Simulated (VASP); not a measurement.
# CdS (Hawleyite) (F-43m) in VASP: settings compared

One crystal, CdS (Hawleyite), is run at these levels: HSE06, LDA, PBEsol; tasks: band structure, phonons, dielectric tensor.

Everything below comes from runs of VASP 6.6.1. Logs are shortened: lines on timing, memory, paths and dates and some standing lists are left out, and cuts for length are marked.

## (1) The crystal as given

It takes space group F-43m (No. 216, cubic). Conventional cell: a = 5.835 Å, b = 5.835 Å, c = 5.835 Å, α = 90.00°, β = 90.00°, γ = 90.00°. Cd (site symmetry -43m) is surrounded by 4 S at 2.53 Å. S (site symmetry -43m) has 4 Cd at 2.53 Å as nearest neighbours.

## (2) Band structure, HSE06, spin-orbit coupling, no magnetisation

The input, POSCAR:

```
CdS                                     
1.0
   -0.0000000000      2.9176352624      2.9176352624
    2.9176352624      0.0000000000      2.9176352624
    2.9176352624      2.9176352624      0.0000000000
  Cd              S             
     1     1
Direct
     0.0000000000000000    0.0000000000000000    1.0000000000000000
     0.2500000000000000    0.2500000000000000    0.2500000000000000
```

The input, INCAR.step1:

```
PREC = Accurate
ENCUT = 520
EDIFF = 1E-5
ISMEAR = 0
SIGMA = 0.03
LREAL = False
LASPH = True
NELM = 80
ALGO = Normal
ISIF = 2
LWAVE = True
LCHARG = False
MAGMOM = 0 0 0 0 0 0
LORBIT = 11
LSORBIT = True
GGA_COMPAT = False
KPAR = 4
GGA = PE
```

The input, INCAR.step2:

```
PREC = Accurate
ENCUT = 520
EDIFF = 1E-6
ISMEAR = 0
SIGMA = 0.03
LREAL = False
LASPH = True
NELM = 80
ALGO = Normal
ISIF = 2
LWAVE = False
LCHARG = False
MAGMOM = 0 0 0 0 0 0
LORBIT = 11
LSORBIT = True
GGA_COMPAT = False
GGA = PE
LHFCALC = True
HFSCREEN = 0.2
PRECFOCK = Fast
KPAR = 4
ISTART = 1
```

The input, KPOINTS:

```
Automatic mesh
0
Gamma
  4 4 4
```

The input, KPOINTS_OPT:

```
explicit points
6
Reciprocal
 0.0000000000  0.0000000000  0.0000000000 1
 0.3750000000  0.3750000000  0.7500000000 1
 0.5000000000  0.5000000000  0.5000000000 1
 0.6250000000  0.2500000000  0.6250000000 1
 0.5000000000  0.2500000000  0.7500000000 1
 0.5000000000  0.0000000000  0.5000000000 1
```

Potentials or basis: VASP PAW PBE potentials, release 64 (Cd, S).

Launch:

```sh
$ cat potpaw_PBE.64/Cd/POTCAR potpaw_PBE.64/S/POTCAR > POTCAR
$ cp INCAR.step1 INCAR
$ mpirun -np 4 vasp_ncl > vasp.out
$ cp INCAR.step2 INCAR
$ mpirun -np 4 vasp_ncl > vasp.out
```

OUTCAR:

```text
PREC = Accurate
   ENCUT = 520
   EDIFF = 1E-6
   ISMEAR = 0
   LREAL = False
   LASPH = True
   NELM = 80
   ISIF = 2
   LORBIT = 11
   LSORBIT = True
   GGA = PE
   LHFCALC = True
   HFSCREEN = 0.2
   PRECFOCK = Fast
   ISTART = 1

 ion  position               nearest neighbor table
   1  0.000  0.000  0.000-   2 2.53   2 2.53   2 2.53   2 2.53
   2  0.250  0.250  0.250-   1 2.53   1 2.53   1 2.53   1 2.53

  LATTYP: Found a face centered cubic cell.
 ALAT       =     5.8352705248

  Lattice vectors:

 A1 = (   0.0000000000,   2.9176352624,   2.9176352624)
 A2 = (   2.9176352624,   0.0000000000,   2.9176352624)
 A3 = (   2.9176352624,   2.9176352624,   0.0000000000)

Analysis of symmetry for initial positions (statically):
=====================================================================
 Subroutine PRICEL returns:
 Original cell was already a primitive cell.

 Routine SETGRP: Setting up the symmetry group for a
 face centered cubic supercell.

 Subroutine GETGRP returns: Found 24 space group operations
 (whereof 24 operations were pure point group operations)
 out of a pool of 48 trial point group operations.

The static configuration has the point symmetry T_d .

Analysis of symmetry for dynamics (positions and initial velocities):
=====================================================================
 Subroutine PRICEL returns:
 Original cell was already a primitive cell.

 Routine SETGRP: Setting up the symmetry group for a
 face centered cubic supercell.

 Subroutine GETGRP returns: Found 24 space group operations
 (whereof 24 operations were pure point group operations)
 out of a pool of 48 trial point group operations.

The dynamic configuration has the point symmetry T_d .

Analysis of structural, dynamic, and magnetic symmetry:
=====================================================================
 Subroutine PRICEL returns:
 Original cell was already a primitive cell.

 Routine SETGRP: Setting up the symmetry group for a
 face centered cubic supercell.

 Subroutine GETGRP returns: Found 24 space group operations
 (whereof 24 operations were pure point group operations)
 out of a pool of 48 trial point group operations.

The overall configuration has the point symmetry T_d .

 Subroutine INISYM returns: Found 24 space group operations
 (whereof 24 operations are pure point group operations),
 and found     1 'primitive' translations

----------------------------------------------------------------------------------------

                                     Primitive cell

  volume of cell :      49.6733

  direct lattice vectors                    reciprocal lattice vectors
     0.000000000  2.917635262  2.917635262    -0.171371661  0.171371661  0.171371661
     2.917635262  0.000000000  2.917635262     0.171371661 -0.171371661  0.171371661
     2.917635262  2.917635262  0.000000000     0.171371661  0.171371661 -0.171371661

  length of vectors
     4.126159358  4.126159358  4.126159358     0.296824423  0.296824423  0.296824423

  position of ions in fractional coordinates (direct lattice)
     0.000000000  0.000000000  0.000000000
     0.250000000  0.250000000  0.250000000

  ion indices of the primitive-cell ions
   primitive index   ion index
                 1           1
                 2           2

----------------------------------------------------------------------------------------

 KPOINTS: Automatic mesh

Automatic generation of k-mesh.
 Grid dimensions read from file:
 generate k-points for:    4    4    4

 Generating k-lattice:

[... 70 lines left out ...]
   LORBIT       =     11    0 simple, 1 ext, 2 COOP (PROOUT), +10 PAW based schemes
   GGA     = PE    functional components
   LHFCALC =     T    Hartree Fock is set to
   PRECFOCK=fast      Normal, Fast or Accurate (Low or Medium for compatibility)
   ENCUT4O =  -1.0   cutoff for four orbital integrals eV
   NKREDX  =     1    reduce k-point grid by
   NKREDY  =     1    reduce k-point grid by
   NKREDZ  =     1    reduce k-point grid by
   AEXX    =    0.2500 exact exchange contribution
   HFSCREEN=    0.2000 screening length (either q_TF or 0.3 A-1)
   HFSCREENC=   0.2000 screening length for correlation (either q_TF or 0.3 A-1)
   ENCUTFOCK=  -1.0 apply spherical cutoff to Coloumb kernel
   IVDW    =     0    specifies the selected vdW correction
   LEPSILON=     F    determine dielectric tensor
   LRPA    =     F    only Hartree local field effects (RPA)
 Gauss-broadening in eV      SIGMA  =   0.03
  energy-cutoff  :      520.00
  volume of cell :       49.67
 maximum number of plane-waves:      2726
 NGX is ok and might be reduce to    32
  NGX = 18; NGY = 18; NGZ = 18

 number of electron      18.0000005 magnetization      -0.0000000     -0.0000000     -0.0000000

 number of electron      18.0000005 magnetization       0.0000000      0.0000000      0.0000000

 number of electron      18.0000005 magnetization       0.0000000     -0.0000000     -0.0000000

 number of electron      18.0000005 magnetization       0.0000000     -0.0000000      0.0000000

 Free energy of the ion-electron system (eV)
  ---------------------------------------------------
  ext. energy  EPLUGINS =         0.00000000
  ---------------------------------------------------
  free energy    TOTEN  =        -7.63574020 eV

  energy without entropy =       -7.63574020  energy(sigma->0) =       -7.63574020

 E-fermi :   0.8338     XC(G=0):  -7.5696

 val. band max:        0.6716869957   @ k =   0.0000   0.0000   0.0000
 cond. band min:       2.8502548752   @ k =   0.0000   0.0000   0.0000
 fundamental gap:      2.1785678795
 Fermi energy:         0.8338082172

 k-point     1 :       0.0000    0.0000    0.0000
  band No.  band energies     occupation
      1     -12.8985      1.00000
      2     -12.8985      1.00000
      3      -8.4941      1.00000
      4      -8.4941      1.00000
      5      -8.4941      1.00000
      6      -8.4941      1.00000
[... 279 lines left out ...]
     25       9.7697      0.00000
     26       9.8198      0.00000

------------------------ aborting loop because EDIFF is reached ----------------------------------------

  FORCE on cell =-STRESS in cart. coord.  units (eV):
  Direction    XX          YY          ZZ          XY          YZ          ZX
  --------------------------------------------------------------------------------------
  -------------------------------------------------------------------------------------
  Total        0.6301766      0.6301766      0.6301766      0.0000000      0.0000000      0.0000000
  in kB       20.3259048     20.3259048     20.3259048      0.0000000      0.0000000      0.0000000
  external PRESSURE =      20.3259048 kB  Pullay stress =       0.0000000 kB

 VOLUME and BASIS-vectors are now :
 -----------------------------------------------------------------------------
  energy-cutoff  :      520.00
  volume of cell :       49.67
      direct lattice vectors                 reciprocal lattice vectors
     0.000000000  2.917635262  2.917635262    -0.171371661  0.171371661  0.171371661
     2.917635262  0.000000000  2.917635262     0.171371661 -0.171371661  0.171371661
     2.917635262  2.917635262  0.000000000     0.171371661  0.171371661 -0.171371661

 POSITION                                       TOTAL-FORCE (eV/Angst)
 -----------------------------------------------------------------------------------
      0.00000      0.00000      0.00000         0.000000      0.000000      0.000000
      1.45882      1.45882      1.45882        -0.000000     -0.000000     -0.000000
 -----------------------------------------------------------------------------------
    total drift:                               -0.000000      0.000001      0.000001

  FREE ENERGIE OF THE ION-ELECTRON SYSTEM (eV)
  ---------------------------------------------------
  free  energy   TOTEN  =        -7.6357402020 eV

  energy  without entropy=       -7.6357402020  energy(sigma->0) =       -7.63574020

 Spin-Orbit-Coupling matrix elements

 Ion:    1  E_soc:     -0.0543281
 l=   1
     0.0000000    -0.0022353    -0.0022353
    -0.0022353     0.0000000    -0.0022353
    -0.0022353    -0.0022353     0.0000000
 l=   2
     0.0000000    -0.0013942     0.0000000    -0.0013942    -0.0054252
    -0.0013942     0.0000000    -0.0040689    -0.0013942    -0.0013563
     0.0000000    -0.0040689     0.0000000    -0.0040689     0.0000000
    -0.0013942    -0.0013942    -0.0040689     0.0000000    -0.0013563
    -0.0054252    -0.0013563     0.0000000    -0.0013563     0.0000000
 l=   3
     0.0000000     0.0000000     0.0000000     0.0000000     0.0000000     0.0000000     0.0000000
     0.0000000     0.0000000     0.0000000     0.0000000     0.0000000     0.0000000     0.0000000
     0.0000000     0.0000000     0.0000000     0.0000000     0.0000000     0.0000000     0.0000000
     0.0000000     0.0000000     0.0000000     0.0000000     0.0000000     0.0000000     0.0000000
     0.0000000     0.0000000     0.0000000     0.0000000     0.0000000     0.0000000     0.0000000
     0.0000000     0.0000000     0.0000000     0.0000000     0.0000000     0.0000000     0.0000000
     0.0000000     0.0000000     0.0000000     0.0000000     0.0000000     0.0000000     0.0000000

 Ion:    2  E_soc:     -0.0019982
 l=   1
     0.0000000    -0.0003330    -0.0003330
    -0.0003330     0.0000000    -0.0003330
    -0.0003330    -0.0003330     0.0000000
 l=   2
     0.0000000     0.0000000     0.0000000     0.0000000     0.0000000
     0.0000000     0.0000000     0.0000000     0.0000000     0.0000000
     0.0000000     0.0000000     0.0000000     0.0000000     0.0000000
     0.0000000     0.0000000     0.0000000     0.0000000     0.0000000
     0.0000000     0.0000000     0.0000000     0.0000000     0.0000000
 l=   3
     0.0000000     0.0000000     0.0000000     0.0000000     0.0000000     0.0000000     0.0000000
     0.0000000     0.0000000     0.0000000     0.0000000     0.0000000     0.0000000     0.0000000
     0.0000000     0.0000000     0.0000000     0.0000000     0.0000000     0.0000000     0.0000000
     0.0000000     0.0000000     0.0000000     0.0000000     0.0000000     0.0000000     0.0000000
     0.0000000     0.0000000     0.0000000     0.0000000     0.0000000     0.0000000     0.0000000
     0.0000000     0.0000000     0.0000000     0.0000000     0.0000000     0.0000000     0.0000000
     0.0000000     0.0000000     0.0000000     0.0000000     0.0000000     0.0000000     0.0000000

 total charge

# of ion       s       p       d       tot
------------------------------------------
    1        0.398   0.325   9.608  10.331
    2        1.310   2.439   0.000   3.749
--------------------------------------------------
tot          1.708   2.764   9.608  14.079

 magnetization (x)

# of ion       s       p       d       tot
------------------------------------------
    1        0.000   0.000   0.000   0.000
    2        0.000  -0.000   0.000  -0.000
--------------------------------------------------
tot          0.000   0.000   0.000   0.000

 magnetization (y)

# of ion       s       p       d       tot
------------------------------------------
    1       -0.000   0.000   0.000   0.000
    2        0.000   0.000   0.000   0.000
--------------------------------------------------
tot         -0.000   0.000   0.000   0.000

 magnetization (z)

# of ion       s       p       d       tot
------------------------------------------
    1        0.000   0.000   0.000   0.000
    2       -0.000   0.000   0.000   0.000
--------------------------------------------------
tot          0.000   0.000   0.000   0.000
```

It took 8.9 min on 4 MPI ranks of Intel Xeon Platinum 8488C (Sapphire Rapids), shared host; peak memory 0.4 GiB.

Results:

```yaml
Free_energy: -7.6357 eV
Pressure: 2.0 GPa
Valence_electrons_inside_the_program's_atomic_spheres: Cd 10.33; S 3.75
```

Caveat: the k mesh is coarse (spacing up to 0.47 Å⁻¹), so the values aren't converged, least of all with exact exchange; the PAW data sets were made with another functional, which shifts forces and pressure a little.

(Continued in part 2 of 2.)
